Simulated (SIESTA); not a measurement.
# Mo: relaxation of cell and atoms with PBE

Mo:

```
Mo
1.0
    -1.58381    1.58381    1.58381
     1.58381   -1.58381    1.58381
     1.58381    1.58381   -1.58381
Mo
1
Direct
  0.00000 0.00000 0.00000
```

* Program: SIESTA 5.4.2
* Task: relaxation of cell and atoms
* Functional: PBE
* Potentials or basis: PseudoDojo 0.4 standard (PBE files)
* Basis: SZP (energy shift 0.003 Ry)
* Grid cutoff: 800 Ry
* Energy shift: 0.003 Ry
* k mesh: 7 × 7 × 7
* Occupations: fermi-dirac, width 0.05 eV
* Spin: no spin polarisation
* optimiser: CG
* force tolerance: 0.02 eV/Å

```yaml
Relaxed_volume: 16.13 Å³/atom
Relaxed_cell: a = 2.757 Å, b = 2.757 Å, c = 2.757 Å, α = 109.47°, β = 109.47°, γ = 109.47°
Space_group_after_relaxing_to_0.05_Å: Im-3m (No. 229)
Energy_gained_by_relaxing: 2.9 meV/atom
Ionic_steps: 3
Pressure_after_relaxing: -0.1 GPa
Band_gap_on_the_k_mesh: none (metal or under the smearing width)
```

Step by step:
```csv
step,energy change (eV),largest force (eV/Å),pressure (GPa),volume (Å³)
1,0.0000,0.0000,4.05,15.89
2,0.0023,0.0000,-4.99,16.45
3,-0.0029,0.0000,-0.05,16.13
```

Final structure:
```
CELL_PARAMETERS angstrom
-1.59185 1.59185 1.59185
1.59185 -1.59185 1.59185
1.59185 1.59185 -1.59185
ATOMIC_POSITIONS crystal
Mo 0.00000 0.00000 0.00000
```

Levels at points of the mesh, in eV from the Fermi level:
| k point | band 5 | band 6 | band 7 | band 8 | band 9 | band 10 |
| --- | --- | --- | --- | --- | --- | --- |
| (0.00, 0.00, 0.00) | -6.89 | -1.41 | -1.41 | -1.41 | 1.55 | 1.55 |

It took 59 s on 1 thread of Arm Neoverse V1, with other jobs on the host, peak memory 0.27 GiB.

Caveat: the k mesh is coarse (spacing up to 0.40 Å⁻¹), so the values aren't converged; the basis of atomic orbitals isn't converged, which shifts pressures, moduli and gaps.
